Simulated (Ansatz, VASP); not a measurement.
**BN in VASP and in Ansatz**

```
B N
1.0
     2.49997    0.00000    0.00000
    -1.24999    2.16504    0.00000
     0.00000    0.00000    6.87249
B N
2 2
Direct
  0.33333 0.66667 0.00000
  0.66667 0.33333 0.50000
  0.33333 0.66667 0.50000
  0.66667 0.33333 0.00000
```

Alike in both runs: functional r2SCAN; k mesh 9 × 9 × 6; occupations gaussian, width 0.1 eV; no spin polarisation.

Ansatz relaxed the structure, and its values are those at the end. VASP's run is a single point on that final structure, the one shown.

|  | VASP | Ansatz |
| --- | --- | --- |
| version | VASP 6.6.1 | Ansatz 0.2.0 |
| potentials or method | VASP PAW PBE potentials, release 64 (B, N) | scalar-relativistic, plane waves, PAW |
| plane-wave cutoff (eV) | 520 | 600 |
| valence electrons in the cell | 16 | 16 |

VASP gave:

* gap on the k mesh at the Fermi level (eV): 5.06
* least direct gap on the mesh (eV): 5.38
* pressure (GPa): 0.7

Q: Which values does Ansatz return?

A: gap on the k mesh at the Fermi level (eV): 5.02; least direct gap on the mesh (eV): 5.31; pressure (GPa): 0.0.

Caveats: the PAW data sets were made with another functional, which shifts forces and pressure a little (VASP); an odd mesh through Γ misses points on the zone boundary, where band edges often lie. r2SCAN opens gaps a little over a GGA but as a rule still falls short of measured ones.
